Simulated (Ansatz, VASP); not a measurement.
One calculation of Pt, two programs

```
Pt
1.0
    -1.58422    1.58422    1.60006
     1.58422   -1.58422    1.60006
     1.58422    1.58422   -1.60006
Pt
1
Cartesian
  0.0000 0.0000 0.0000
```

Change from the starting cell: strain +0.0100 x Voigt [0, 0, 1, 0, 0, 0], atoms carried along.

Alike in both runs: task single point; functional PBEsol; k mesh 22 × 22 × 22; occupations gaussian, width 0.15 eV; no spin polarisation.

|  | VASP | Ansatz |
| --- | --- | --- |
| version | VASP 6.6.1 | Ansatz 0.2.0 |
| potentials or method | VASP PAW PBE potentials, release 64 (Pt) | scalar-relativistic, plane waves, PAW |
| plane-wave cutoff (eV) | 520 | 420 |
| valence electrons in the cell | 10 | 18 |

VASP gave:

| Quantity | Value |
| --- | --- |
| gap on the k mesh at the Fermi level (eV) | none |
| pressure (GPa) | -13.4 |
| largest component of the traceless stress (GPa) | 0.62 |

**Question.** Estimate Ansatz's values.

**Answer.** gap on the k mesh at the Fermi level (eV): none; pressure (GPa): -13.0; largest component of the traceless stress (GPa): 0.62.

A gap of «none» marks a metal or a gap that the smearing closes. The two sets of potentials don't hold the same shells in valence.

Caveats: the PAW data sets were made with another functional, which shifts forces and pressure a little (VASP). The runs have no spin-orbit coupling, so splittings on Pt are missing.
